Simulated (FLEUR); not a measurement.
The system is BaTiO3.

```
Ba Ti O
1.0
     4.00600    0.00000    0.00000
     0.00000    4.00600    0.00000
     0.00000    0.00000    4.00600
Ba Ti O
1 1 3
Direct
  0.50000 0.50000 0.50000
  0.00000 0.00000 0.00000
  0.00000 0.00000 0.50000
  0.00000 0.50000 0.00000
  0.50000 0.00000 0.00000
```

| Property | Result |
| --- | --- |
| Program | FLEUR MaX-R8.1 (later development tree) |
| Task | single point |
| Functional | PBE |
| Potentials or basis | all-electron |
| Basis | FLAPW |
| Kmax | 5.08 1/bohr |
| k mesh | 7 × 7 × 7 |
| Occupations | fermi-dirac, width 0.05 eV |
| Spin | no spin polarisation |
| Gmax | 15.7 1/bohr |
| Muffin-tin radii | Ba 2.66, Ti 1.93, O 1.47 bohr |
| lmax | Ba 10, Ti 8, O 8 |
| lnonsphr | Ba 10, Ti 8, O 8 |
| Local orbitals a species | Ba 6, Ti 5, O 3 |
| Max iterations | 60 |
| Mixing factor | 0.05 |
| Mixer | Anderson |
| Mixer history | 15 |

On this cell: largest force zero by symmetry; band gap on the k mesh 1.86 eV, indirect (least direct gap 1.91 eV).

The same run follows on a disturbed copy (atoms moved at random, drawn with an rms of 0.05 Å):

```xyz
5
Lattice="4.0060 0.0000 0.0000 0.0000 4.0060 0.0000 0.0000 0.0000 4.0060" Properties=species:S:1:pos:R:3 pbc="T T T"
Ba    2.0013    1.9758    2.0281
Ti    0.0003   -0.0082   -0.0438
O     0.0135    0.0306    1.9756
O     0.0010    1.9788    0.0272
O     2.0135   -0.0262    0.0342
```

Task: What does the disturbed cell give?

Result: The energy moves by +7.1 meV/atom; largest force 0.744 eV/Å; band gap on the k mesh 1.86 eV, indirect (least direct gap 1.92 eV).

Forces in eV/Å, atoms in the order of the input:
```
Ba   0.034  0.106 -0.288
Ti  -0.055  0.043  0.236
O   -0.026 -0.280  0.689
O    0.034  0.147 -0.303
O    0.012 -0.014 -0.335
```

Caveats: spin-orbit coupling is left out, which moves the levels of the heavy elements; an odd mesh through Γ misses points on the zone boundary, where band edges often lie.
